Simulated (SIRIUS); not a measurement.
**Mo in SIRIUS: convergence with smearing width**

Mo:

```
CELL_PARAMETERS angstrom
-1.58381 1.58381 1.58381
1.58381 -1.58381 1.58381
1.58381 1.58381 -1.58381
ATOMIC_POSITIONS crystal
Mo 0.00000 0.00000 0.00000
```

```yaml
Program: SIRIUS 7.12.0
Task: convergence study
Functional: PBE
Potentials_or_basis: all-electron FP-LAPW
Cutoff: 163 eV
Basis: apw+lo standard
k_mesh: 12 × 12 × 12
Occupations: fermi-dirac, width 0.3 eV
Spin: no spin polarisation
```

These are the settings of the first run; the series varies smearing width, with any setting tied to it.

Hardware: 1 thread of Arm Neoverse V1, on a shared host.

| smearing width | energy less the tightest run, at zero smearing (meV/atom) | SCF cycles | CPU time (s) | peak memory (GiB) |
| --- | --- | --- | --- | --- |
| 0.3 eV | 19.82 | 6 | 22 | 0.29 |
| 0.2 eV | 8.52 | 6 | 22 | 0.29 |
| 0.1 eV | 0.98 | 7 | 24 | 0.29 |
| 0.05 eV | -0.17 | 7 | 24 | 0.29 |
| 0.025 eV | -0.03 | 7 | 24 | 0.29 |
| 0.01 eV | 0.00 | 7 | 24 | 0.29 |

Against the tightest run, the energy stays within 1 meV/atom from 0.1 eV on. Narrower smearing needs a denser k mesh, so at a fixed mesh the narrowest width isn't the most accurate. The tightest run that finished is the yardstick and may itself not be fully converged.
